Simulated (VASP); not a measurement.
# SiC (Moissanite 6H) (P6_3mc) in VASP: notebook

The runs below take SiC (Moissanite 6H) through relaxation of cell and atoms, with PBE, r2SCAN.

Everything below comes from runs of VASP 6.6.1. Logs are shortened: lines on timing, memory, paths and dates and some standing lists are left out, and cuts for length are marked.

**1. The crystal as given**

The structure is hexagonal, space group P6_3mc (No. 186). The conventional cell has a = 3.095 Å, b = 3.095 Å, c = 15.170 Å, α = 90.00°, β = 90.00°, γ = 120.00°. Si (site symmetry 3m) has 4 C at 1.90 Å as nearest neighbours. Si (site symmetry 3m) has 4 C at 1.90 Å as nearest neighbours. Si (site symmetry 3m) is surrounded by 4 C at 1.90 Å. C (site symmetry 3m) has 4 Si at 1.90 Å as nearest neighbours. C (site symmetry 3m) has 4 Si at 1.90 Å as nearest neighbours. C (site symmetry 3m) is surrounded by 4 Si at 1.90 Å.

**2. Relaxation of cell and atoms, PBE**

Input file INCAR:

```
PREC     = Accurate       # precision mode
ENCUT    = 600            # plane-wave cutoff, eV
EDIFF    = 1E-6           # SCF threshold, eV
ISMEAR   = 0              # smearing method
SIGMA    = 0.03           # smearing width, eV
LREAL    = False          # projectors in reciprocal space
LASPH    = True           # aspherical terms in the spheres
NELM     = 80             # most SCF steps
ALGO     = Normal         # electronic algorithm
ISIF     = 3              # what is computed and relaxed
LWAVE    = False          # write WAVECAR
LCHARG   = False          # write CHGCAR
GGA      = PE             # functional
IBRION   = 2              # ionic algorithm
NSW      = 90             # ionic steps
EDIFFG   = -0.01          # ionic threshold
KPAR     = 4
```

Input file KPOINTS:

```
regular mesh
0
Gamma
  12 12 2
```

Input file POSCAR:

```
SiC
1.0
    3.0950000000      0.0000000000      0.0000000000
   -1.5475000000      2.6803486247      0.0000000000
    0.0000000000      0.0000000000     15.1700000000
Si C
6 6
Direct
    0.0000000000      0.0000000000      0.1250000000
    0.0000000000      0.0000000000      0.6250000000
    0.3333333333      0.6666666667      0.2917000000
    0.6666666667      0.3333333333      0.7917000000
    0.3333333333      0.6666666667      0.9583000000
    0.6666666667      0.3333333333      0.4583000000
    0.0000000000      0.0000000000      0.0000000000
    0.0000000000      0.0000000000      0.5000000000
    0.3333333333      0.6666666667      0.1667000000
    0.6666666667      0.3333333333      0.6667000000
    0.3333333333      0.6666666667      0.8333000000
    0.6666666667      0.3333333333      0.3333000000
```

Potentials or basis: VASP PAW PBE potentials, release 64 (Si, C).

Command:

```sh
$ cat potpaw_PBE.64/Si/POTCAR potpaw_PBE.64/C/POTCAR > POTCAR
$ mpirun -np 4 vasp_std > vasp.out
```

OUTCAR:

```text
PREC = Accurate
   ENCUT = 600
   EDIFF = 1E-6
   ISMEAR = 0
   LREAL = False
   LASPH = True
   NELM = 80
   ISIF = 3
   GGA = PE
   IBRION = 2
   NSW = 90
   EDIFFG = -0.01

 ion  position               nearest neighbor table
   1  0.000  0.000  0.125-   9 1.90   9 1.90   9 1.90   7 1.90   5 3.10   3 3.10   3 3.10   5 3.10
                             5 3.10   3 3.10
   2  0.000  0.000  0.625-  10 1.90  10 1.90  10 1.90   8 1.90   6 3.10   4 3.10   6 3.10   4 3.10
                             4 3.10   6 3.10
   3  0.333  0.667  0.292-  12 1.90  12 1.90  12 1.90   9 1.90   6 3.10   6 3.10   6 3.10   1 3.10
                             1 3.10   1 3.10
   4  0.667  0.333  0.792-  11 1.90  11 1.90  11 1.90  10 1.90   5 3.10   5 3.10   5 3.10   2 3.10
                             2 3.10   2 3.10
   5  0.333  0.667  0.958-   7 1.90   7 1.90   7 1.90  11 1.90   4 3.10   4 3.10   4 3.10   1 3.10
                             1 3.10   1 3.10
   6  0.667  0.333  0.458-   8 1.90   8 1.90   8 1.90  12 1.90   3 3.10   3 3.10   3 3.10   2 3.10
                             2 3.10   2 3.10
   7  0.000  0.000  0.000-   5 1.90   5 1.90   5 1.90   1 1.90
   8  0.000  0.000  0.500-   6 1.90   6 1.90   6 1.90   2 1.90
   9  0.333  0.667  0.167-   1 1.90   1 1.90   1 1.90   3 1.90
  10  0.667  0.333  0.667-   2 1.90   2 1.90   2 1.90   4 1.90
  11  0.333  0.667  0.833-   4 1.90   4 1.90   4 1.90   5 1.90
  12  0.667  0.333  0.333-   3 1.90   3 1.90   3 1.90   6 1.90

  LATTYP: Found a hexagonal cell.
 ALAT       =     3.0950000000
 C/A-ratio  =     4.9014539580

  Lattice vectors:

 A1 = (   3.0950000000,   0.0000000000,   0.0000000000)
 A2 = (  -1.5475000000,   2.6803486247,   0.0000000000)
 A3 = (   0.0000000000,   0.0000000000,  15.1700000000)

Analysis of symmetry for initial positions (statically):
=====================================================================
 Subroutine PRICEL returns:
 Original cell was already a primitive cell.

 Routine SETGRP: Setting up the symmetry group for a
 hexagonal supercell.

 Subroutine GETGRP returns: Found 12 space group operations
 (whereof  6 operations were pure point group operations)
 out of a pool of 24 trial point group operations.

The static configuration has the point symmetry C_3v.
 The point group associated with its full space group is C_6v.

Analysis of symmetry for dynamics (positions and initial velocities):
=====================================================================
 Subroutine PRICEL returns:
 Original cell was already a primitive cell.

 Routine SETGRP: Setting up the symmetry group for a
 hexagonal supercell.

 Subroutine GETGRP returns: Found 12 space group operations
 (whereof  6 operations were pure point group operations)
 out of a pool of 24 trial point group operations.

The dynamic configuration has the point symmetry C_3v.
 The point group associated with its full space group is C_6v.

 Subroutine INISYM returns: Found 12 space group operations
 (whereof  6 operations are pure point group operations),
 and found     1 'primitive' translations

----------------------------------------------------------------------------------------

                                     Primitive cell

  volume of cell :     125.8455

  direct lattice vectors                    reciprocal lattice vectors
     3.095000000  0.000000000  0.000000000     0.323101777  0.186542898  0.000000000
    -1.547500000  2.680348625  0.000000000     0.000000000  0.373085796  0.000000000
     0.000000000  0.000000000 15.170000000     0.000000000  0.000000000  0.065919578

  length of vectors
     3.095000000  3.095000000 15.170000000     0.373085796  0.373085796  0.065919578

  position of ions in fractional coordinates (direct lattice)
     0.000000000  0.000000000  0.125000000
     0.000000000  0.000000000  0.625000000
     0.333333333  0.666666667  0.291700000
     0.666666667  0.333333333  0.791700000
     0.333333333  0.666666667  0.958300000
     0.666666667  0.333333333  0.458300000
     0.000000000  0.000000000  0.000000000
     0.000000000  0.000000000  0.500000000
     0.333333333  0.666666667  0.166700000
     0.666666667  0.333333333  0.666700000
     0.333333333  0.666666667  0.833300000
     0.666666667  0.333333333  0.333300000

  ion indices of the primitive-cell ions
   primitive index   ion index
                 1           1
                 2           2
                 3           3
                 4           4
                 5           5
                 6           6
                 7           7
                 8           8
                 9           9
                10          10
                11          11
                12          12

----------------------------------------------------------------------------------------

 KPOINTS: regular mesh

Automatic generation of k-mesh.
 Grid dimensions read from file:
 generate k-points for:   12   12    2

 Generating k-lattice:

  Cartesian coordinates                     Fractional coordinates (reciprocal lattice)
     0.026925148  0.015545241  0.000000000     0.083333333  0.000000000  0.000000000
     0.000000000  0.031090483  0.000000000     0.000000000  0.083333333  0.000000000
     0.000000000  0.000000000  0.032959789     0.000000000  0.000000000  0.500000000

  Length of vectors
     0.031090483  0.031090483  0.032959789

  Shift w.r.t. Gamma in fractional coordinates (k-lattice)
     0.000000000  0.000000000  0.000000000

 Subroutine IBZKPT returns following result:
 ===========================================

 Found     38 irreducible k-points:

 Following reciprocal coordinates:
            Coordinates               Weight
  0.000000  0.000000  0.000000      1.000000
  0.083333  0.000000  0.000000      6.000000
  0.166667  0.000000  0.000000      6.000000
  0.250000  0.000000  0.000000      6.000000
  0.333333  0.000000  0.000000      6.000000
  0.416667 -0.000000  0.000000      6.000000
[... 16 lines left out ...]
  0.250000  0.000000  0.500000      6.000000
  0.333333  0.000000  0.500000      6.000000
 [... further k-points ...]
   k-points           NKPTS =     38   k-points in BZ     NKDIM =     38   number of bands    NBANDS=     31
   number of dos      NEDOS =    301   number of ions     NIONS =     12
   total plane-waves  NPLWV =  98784
   dimension x,y,z NGX =    28 NGY =   28 NGZ =  126
   dimension x,y,z NGXF=    56 NGYF=   56 NGZF=  252
   ions per type =               6   6
   NGX,Y,Z   is equivalent  to a cutoff of  15.04, 15.04, 13.81 a.u.
   NGXF,Y,Z  is equivalent  to a cutoff of  30.08, 30.08, 27.62 a.u.
 SYSTEM =  unknown system
   PREC   = accura    normal or accurate (medium, high low for compatibility)
   ISTART =      0    job   : 0-new  1-cont  2-samecut
   ICHARG =      2    charge: 1-file 2-atom 10-const
   ISPIN  =      1    spin polarized calculation?
   LNONCOLLINEAR =      F non collinear calculations
   LSORBIT =      F    spin-orbit coupling
   LASPH  =      T    aspherical Exc in radial PAW
   ENCUT  =  600.0 eV  44.10 Ry    6.64 a.u.   6.18  6.18 30.30*2*pi/ulx,y,z
   NELM   =     80;   NELMIN=  2; NELMDL= -5     # of ELM steps
   EDIFF  = 0.1E-05   stopping-criterion for ELM
   LREAL  =      F    real-space projection
   EDIFFG = -.1E-01   stopping-criterion for IOM
   NSW    =     90    number of steps for IOM
   IBRION =      2    ionic relax: 0-MD 1-quasi-New 2-CG
   NFREE  =      1    steps in history (QN), initial steepest desc. (CG)
   ISIF   =      3    stress and relaxation
   ISYM   =      2    0-nonsym 1-usesym 2-fastsym
   POTIM  = 0.5000    time-step for ionic-motion
   TEBEG  =    0.0;   TEEND  =   0.0 temperature during run
   PSTRESS=    0.0 pullay stress
   NELECT =      48.0000    total number of electrons
   NUPDOWN=      -1.0000    fix difference up-down
   EMIN   =  10.00;   EMAX   =-10.00  energy-range for DOS
   EFERMI =   0.00;   METHOD = LEGACY
   ISMEAR =     0;   SIGMA  =   0.03  broadening in eV -4-tet -1-fermi 0-gaus
   EFERMI_NEDOS =   21; number of points for ismear=-14 and -15
   IALGO  =     38    algorithm
   IMIX   =      4    mixing-type and parameters
     AMIX     =   0.40;   BMIX     =  1.00
     AMIX_MAG =   1.60;   BMIX_MAG =  1.00
  volume/ion in A,a.u.               =      10.49        70.77
  Fermi-wavevector in a.u.,A,eV,Ry     =   1.187252  2.243580 19.178312  1.409566
  Thomas-Fermi vector in A             =   2.323407
   LORBIT       =      0    0 simple, 1 ext, 2 COOP (PROOUT), +10 PAW based schemes
   GGA     = PE    functional components
   LHFCALC =     F    Hartree Fock is set to
   AEXX    =    0.0000 exact exchange contribution
   IVDW    =     0    specifies the selected vdW correction
   LEPSILON=     F    determine dielectric tensor
   LRPA    =     F    only Hartree local field effects (RPA)
 conjugate gradient relaxation of ions
 non-spin polarized calculation
 Gauss-broadening in eV      SIGMA  =   0.03
  energy-cutoff  :      600.00
  volume of cell :      125.85
 maximum number of plane-waves:      4225
 NGX is ok and might be reduce to    28
   NGX = 13   NGY = 13   NGZ = 61

--------------------------------------- Ionic step        1  -------------------------------------------

 number of electron      47.9999999 magnetization

 Free energy of the ion-electron system (eV)
  ---------------------------------------------------
  ext. energy  EPLUGINS =         0.00000000
  ---------------------------------------------------
  free energy    TOTEN  =       -90.38084878 eV

  energy without entropy =      -90.38084878  energy(sigma->0) =      -90.38084878

------------------------ aborting loop because EDIFF is reached ----------------------------------------

  FORCE on cell =-STRESS in cart. coord.  units (eV):
  Direction    XX          YY          ZZ          XY          YZ          ZX
  --------------------------------------------------------------------------------------
  -------------------------------------------------------------------------------------
  Total       -0.1664909     -0.1664909      0.4409651      0.0000000      0.0000000      0.0000000
  in kB       -2.1196471     -2.1196471      5.6140633      0.0000000      0.0000000      0.0000000
  external PRESSURE =       0.4582564 kB  Pullay stress =       0.0000000 kB
[... 123 lines left out ...]
  energy  without entropy=      -90.3817570674  energy(sigma->0) =      -90.38175707

--------------------------------------- Ionic step        4  -------------------------------------------

 number of electron      47.9999999 magnetization

 Free energy of the ion-electron system (eV)
  ---------------------------------------------------
  ext. energy  EPLUGINS =         0.00000000
  ---------------------------------------------------
  free energy    TOTEN  =       -90.38188218 eV

  energy without entropy =      -90.38188218  energy(sigma->0) =      -90.38188218

 E-fermi :   8.1361     XC(G=0): -11.2942

 val. band max:        7.9975332050   @ k =   0.0000   0.0000   0.0000
 cond. band min:      10.0271038937   @ k =   0.5000   0.0000   0.0000
 fundamental gap:      2.0295706886
 Fermi energy:         8.1361297006

 k-point     1 :       0.0000    0.0000    0.0000
  band No.  band energies     occupation
      1      -7.3501      2.00000
      2      -6.8350      2.00000
      3      -6.7984      2.00000
      4      -5.3231      2.00000
      5      -5.2948      2.00000
      6      -3.8352      2.00000
[... 805 lines left out ...]
     30      13.2547      0.00000
     31      13.9987      0.00000

 [... further k-points ...]
[... 5 lines left out ...]
  --------------------------------------------------------------------------------------
  -------------------------------------------------------------------------------------
  Total       -0.0031443     -0.0031443     -0.0060515      0.0000000      0.0000000      0.0000000
  in kB       -0.0400218     -0.0400218     -0.0770242      0.0000000      0.0000000      0.0000000
  external PRESSURE =      -0.0523560 kB  Pullay stress =       0.0000000 kB
[... 27 lines left out ...]
  FREE ENERGIE OF THE ION-ELECTRON SYSTEM (eV)
  ---------------------------------------------------
  free  energy   TOTEN  =       -90.3818821802 eV

  energy  without entropy=      -90.3818821802  energy(sigma->0) =      -90.38188218

 reached required accuracy - stopping structural energy minimisation
```

Wall time 93 s (4 MPI ranks of Intel Xeon 6975P-C (Granite Rapids), shared host); peak memory 0.38 GiB.

Results:

- Free energy: -90.3819 eV
- Relaxed volume: 10.49 Å³/atom
- Relaxed cell: a = 3.094 Å, b = 3.094 Å, c = 15.182 Å, α = 90.00°, β = 90.00°, γ = 120.00°
- Space group after relaxing (to 0.05 Å): P6_3mc (No. 186)
- Energy gained by relaxing: 0.1 meV/atom
- Ionic steps: 4
- Pressure after relaxing: 0.0 GPa
- Largest force after relaxing: 0.004 eV/Å
- Band gap on the k mesh: 2.03 eV, indirect (least direct gap 3.13 eV)

Forces on the atoms (eV/Å):
```
Si   0.000  0.000 -0.001
Si   0.000  0.000 -0.001
Si   0.000  0.000  0.004
Si   0.000  0.000  0.004
Si   0.000  0.000 -0.003
Si   0.000  0.000 -0.003
C    0.000  0.000  0.001
C    0.000  0.000  0.001
C    0.000  0.000 -0.001
C    0.000  0.000 -0.001
C    0.000  0.000 -0.001
C    0.000  0.000 -0.001
```

Step by step:
| step | energy change (eV) | largest force (eV/Å) | pressure (GPa) | volume (Å³) |
| --- | --- | --- | --- | --- |
| 1 | 0.0000 | 0.1415 | 0.05 | 125.85 |
| 2 | -0.0001 | 0.1101 | -0.04 | 125.90 |
| 3 | -0.0009 | 0.0299 | 0.00 | 125.87 |
| 4 | -0.0010 | 0.0045 | -0.01 | 125.88 |

Final structure:
```
CELL_PARAMETERS angstrom
3.09411 0.00000 0.00000
-1.54706 2.67958 0.00000
0.00000 0.00000 15.18242
ATOMIC_POSITIONS crystal
Si 0.00000 0.00000 0.12504
Si 0.00000 0.00000 0.62504
Si 0.33333 0.66667 0.29181
Si 0.66667 0.33333 0.79181
Si 0.33333 0.66667 0.95831
Si 0.66667 0.33333 0.45831
C 0.00000 0.00000 0.99969
C 0.00000 0.00000 0.49969
C 0.33333 0.66667 0.16683
C 0.66667 0.33333 0.66683
C 0.33333 0.66667 0.83331
C 0.66667 0.33333 0.33331
```

**3. Relaxation of cell and atoms, PBE**

Changes to INCAR since step 2:

```diff
@@ -2,3 +2,3 @@
 ENCUT    = 600            # plane-wave cutoff, eV
-EDIFF    = 1E-6           # SCF threshold, eV
+EDIFF    = 1E-7           # SCF threshold, eV
 ISMEAR   = 0              # smearing method
@@ -15,3 +15,3 @@
 NSW      = 90             # ionic steps
-EDIFFG   = -0.01          # ionic threshold
+EDIFFG   = -0.005         # ionic threshold
 KPAR     = 4
```

KPOINTS is that of step 2.

Input file POSCAR:

```
SiC                                     
1.0
    3.0941104296      0.0000000000      0.0000000000
   -1.5470552148      2.6795782342      0.0000000000
    0.0000000000     -0.0000000000     15.1824247821
  Si              C             
     6     6
Direct
     0.0000000000000000    1.0000000000000000    0.1250433446834629
     1.0000000000000000    0.0000000000000000    0.6250433446834629
     0.3333333332999970    0.6666666667000030    0.2918075409441311
     0.6666666667000030    0.3333333332999970    0.7918075409441311
     0.3333333332999970    0.6666666667000030    0.9583136039422399
     0.6666666667000030    0.3333333332999970    0.4583136039422398
     1.0000000000000000    1.0000000000000000    0.9996918211560242
     0.0000000000000000    0.0000000000000000    0.4996918211560243
     0.3333333332999970    0.6666666667000030    0.1668300622368044
     0.6666666667000030    0.3333333332999970    0.6668300622368044
     0.3333333332999970    0.6666666667000030    0.8333136270373376
     0.6666666667000030    0.3333333332999970    0.3333136270373375
```

Potentials or basis: VASP PAW PBE potentials, release 64 (Si, C).

Command:

```sh
$ cat potpaw_PBE.64/Si/POTCAR potpaw_PBE.64/C/POTCAR > POTCAR
$ mpirun -np 4 vasp_std > vasp.out
```

Wall time 44 s (4 MPI ranks of Intel Xeon 6975P-C (Granite Rapids), shared host); peak memory 0.36 GiB.

Results (log left out):

- Free energy: -90.3819 eV
- Pressure after relaxing: 0.0 GPa
- Largest force after relaxing: 0.004 eV/Å
- Band gap on the k mesh: 2.03 eV, indirect (least direct gap 3.13 eV)

Forces on the atoms (eV/Å):
```
Si   0.000  0.000  0.000
Si   0.000  0.000  0.000
Si   0.000  0.000  0.004
Si   0.000  0.000  0.004
Si   0.000  0.000 -0.003
Si   0.000  0.000 -0.003
C    0.000  0.000  0.000
C    0.000  0.000  0.000
C    0.000  0.000 -0.001
C    0.000  0.000 -0.001
C    0.000  0.000  0.000
C    0.000  0.000  0.000
```

Final structure:
```yaml
crystal:
  lattice:
    - [3.09411, 0.00000, 0.00000]
    - [-1.54706, 2.67958, 0.00000]
    - [0.00000, 0.00000, 15.18242]
  atoms:
    - { symbol: Si, position: [0.00000, 0.00000, 0.12504] }
    - { symbol: Si, position: [0.00000, 0.00000, 0.62504] }
    - { symbol: Si, position: [0.33333, 0.66667, 0.29181] }
    - { symbol: Si, position: [0.66667, 0.33333, 0.79181] }
    - { symbol: Si, position: [0.33333, 0.66667, 0.95831] }
    - { symbol: Si, position: [0.66667, 0.33333, 0.45831] }
    - { symbol: C, position: [0.00000, 0.00000, 0.99969] }
    - { symbol: C, position: [0.00000, 0.00000, 0.49969] }
    - { symbol: C, position: [0.33333, 0.66667, 0.16683] }
    - { symbol: C, position: [0.66667, 0.33333, 0.66683] }
    - { symbol: C, position: [0.33333, 0.66667, 0.83331] }
    - { symbol: C, position: [0.66667, 0.33333, 0.33331] }
```

Levels at points of the mesh, in eV from the valence-band top:
```tsv
k point	band 21	band 22	band 23	band 24	band 25	band 26	band 27	band 28
(0.00, 0.00, 0.00)	-0.30	-0.04	0.00	0.00	5.06	5.23	5.64	6.15
(0.50, 0.00, 0.00)	-1.80	-1.77	-1.65	-1.10	2.03	2.21	3.19	3.87
(0.00, 0.00, 0.50)	-0.10	-0.10	-0.10	-0.10	5.13	5.13	5.87	5.87
(0.50, 0.00, 0.50)	-1.70	-1.70	-1.30	-1.30	2.07	2.07	3.41	3.41
```

Caveat: the relaxation stopped at its first step, so nothing moved.

(Part 1 of 2 ends here.)
